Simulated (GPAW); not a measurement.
# MgO2: changing the functional

Symmetry: R-3m, No. 166, trigonal system. The conventional cell has a = 3.210 Å, b = 3.210 Å, c = 10.482 Å, α = 90.00°, β = 90.00°, γ = 120.00°. Mg (site symmetry -3m) has 6 O at 2.11 Å as nearest neighbours. O (site symmetry 3m) has 1 O at 1.49 Å as nearest neighbours.

The cell comes from a database or a generator and needn't be the stable form of this composition.

Kept alike: task band structure; k mesh 7 × 7 × 7; occupations fermi-dirac, width 0.05 eV; no spin polarisation. Program: GPAW, potentials by row: the program's PAW data sets (release 1.2.1) made for this functional (LDA); PAW data sets generated for this functional (PBEsol); GPAW PAW data sets (gpaw-data 1.2.1) (r2SCAN on files made for PBE), cutoff 800 eV. The mesh is that of the run's cell of 3 atoms. No spin-orbit coupling.

| run | band gap (eV) | pressure (GPa) |
| --- | --- | --- |
| A | 2.255 | -4.52 |
| B | 2.984 | -5.00 |
| C | 2.202 | -9.93 |

Pressure is positive in compression; the values hold the error of the finite cutoff, so their zero can differ a little from the energy's minimum. Gaps are the smaller of the mesh's and the band path's.

Q: The runs differ in the functional (and the potentials named above) alone: LDA; PBEsol; r2SCAN. Which run is which?

A: Run A is PBEsol; run B is r2SCAN; run C is LDA. The band gap runs from 2.202 (LDA) to 2.984 eV (r2SCAN). The pressure runs from -9.93 (LDA) to -4.52 GPa (PBEsol).
